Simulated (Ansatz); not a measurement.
## PtSe2: a prediction, then the measurements

All numbers below come from DFT PBE, scalar-relativistic, plane waves, PAW in Ansatz.

Settings: cutoff 420 eV, Γ-centred mesh 12×12×4 on the computed 3-atom cell, Gaussian smearing of 0.02 eV; no spin polarisation.

Relaxed structure:

```cif
data_structure
_symmetry_space_group_name_H-M 'P 1'
_symmetry_Int_Tables_number 1
_cell_length_a 3.7515
_cell_length_b 3.7515
_cell_length_c 6.5142
_cell_angle_alpha 90.000
_cell_angle_beta 90.000
_cell_angle_gamma 120.000
_cell_volume 79.40
loop_
_atom_site_label
_atom_site_type_symbol
_atom_site_fract_x
_atom_site_fract_y
_atom_site_fract_z
_atom_site_occupancy
Pt1 Pt 0.00000 0.00000 0.00000 1
Se1 Se 0.33333 0.66667 0.20060 1
Se2 Se 0.66667 0.33333 0.79940 1
```

```json
{
  "Space group": "P-3m1 (No. 164)",
  "Volume per atom": "26.47 Å³",
  "Formation energy from the elements' standard states (uncorrected)": "-0.398 eV/atom",
  "Kohn–Sham band gap": "0.83 eV, indirect from (-0.109, 0.219, 0.000) to (0.000, 0.251, 0.316)",
  "Orbital (Löwdin) character of the top 1 eV of the valence band": "Se 4p 78 %, Pt 5d 20 %",
  "Orbital (Löwdin) character of the lowest 1 eV of the conduction band": "Se 4p 63 %, Pt 5d 31 %",
  "Electron masses at the edge by direction of the standard setting (m_e; one valley, along these axes only; no spin-orbit coupling)": "x: 0.38; y: 0.19; z: 0.48",
  "Hole masses at the edge by direction of the standard setting (m_e; one valley, along these axes only; no spin-orbit coupling)": "x: 0.84; y: 0.89; z: 1.1",
  "Bader charge by site (e)": "Pt (1 in the cell) 0.12, Se (2 in the cell) -0.06"
}
```

Spin-orbit coupling is left out, which matters for the bands of heavy elements. The cell holds layers, chains or molecules and no dispersion correction was added, so their binding is poorly described.

**Against measurements.**

Against the measured lattice constant a of PtSe2, 3.724 Å (a printed reference work (data compilation)), the calculated 3.752 Å is off by +0.7 %. The calculation is for 0 K without zero-point motion.

It was relaxed from a cell as deposited in COD. Kohn–Sham gaps at this level usually fall short of measured ones. Löwdin shares on free-atom orbitals overweight diffuse shells in the empty bands.
